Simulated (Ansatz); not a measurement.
Here is an Ansatz 0.2.0 calculation.

input.yaml

```yaml
crystal:
  lattice:
    - [-1.38371547, 1.38371547, 1.38371547]
    - [1.38371547, -1.38371547, 1.38371547]
    - [1.38371547, 1.38371547, -1.38371547]
  atoms:
    - { symbol: Ni, position: [0.0, 0.0, 0.0], spin: 0.8 }
hamiltonian:
  xc: pbe
  pseudopotentials: { kind: paw }
magnetization:
  spin_polarized: true
  initial_magnetization: 0.8
  spin_locking: { lock_magnetization: hard }
kpoints:
  mp_grid: { grid: [11, 11, 11] }
scf:
  occupations: { method: fermi_dirac, width: 0.05 }
  lower_state_search: "off"
output:
  forces: true
  stress: true
  eigenvalues: true
  write_density: true
  write_potential: true
  elf: true
  volumetric_format: npy
```

Potentials or basis: Ansatz PAW.

Command:

```sh
$ ansatz run input.yaml --threads 2 --pin off --max-ram 5632MiB --backend cpu --events-out ev --progress --plain --runs-dir out
```

Problem. What does it give for the pressure?

Solution. 9.9 GPa.

Caveat: the total moment is fixed, so each spin has its own Fermi level; the thresholds are loose for stress.
